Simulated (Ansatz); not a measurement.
**Co under changes of volume**

One of the cells (10.688 Å³/atom); the others are scaled copies at fixed shape and fractional positions:

```
Co
1.0
     2.47056    0.00000    0.00000
    -1.23528    2.13957    0.00000
     0.00000    0.00000    8.08823
Co
4
Direct
  0.66667 0.33333 0.75000
  0.00000 0.00000 0.50000
  0.33333 0.66667 0.25000
  0.00000 0.00000 0.00000
```

- Program: Ansatz 0.2.0
- Functional: PBE
- Potentials or basis: all-electron LAPW, scalar-relativistic
- Cutoff: 314 eV (chosen from the basis error)
- Basis error allowed: 0.001 eV/atom
- k mesh: 12 × 12 × 4
- Occupations: fermi-dirac, width 0.05 eV
- Spin: collinear spin, ferromagnetic start
- Starting moments: [2.0, 2.0, 2.0, 2.0] μB

```tsv
volume (Å³/atom)	energy over the lowest point (meV/atom)	pressure (GPa)	moment (μB per cell)
10.047	51.97	20.5	6.27
10.261	28.71	14.7	6.41
10.475	12.62	9.4	6.53
10.688	3.22	4.6	6.61
10.902	0.00	0.2	6.68
11.116	2.40	-3.7	6.74
11.330	?	?	?
```

What does the run at 11.330 Å³/atom give?

Energy over the lowest point 9.73 meV/atom; pressure -7.2 GPa; moment 6.80 μB per cell.

Worked out: A Birch-Murnaghan fit of order 3 (a polynomial in V^(-2/3)) to the other rows has its minimum at 10.91 Å³/atom with B0 = V·E''(V) = 217 GPa and B' = 3.0 at fixed shape and positions, which overstates the stiffness. It gives 10.12 meV/atom at 11.330 Å³/atom, against the run's 9.73, and -dE/dV = -7.7 GPa, against -7.2. A parabola through the other rows of the moment, of slope 0.0824 μB per Å³/atom there, extrapolates to 6.76 μB, against the run's 6.80.

Energies are extrapolated to zero smearing.
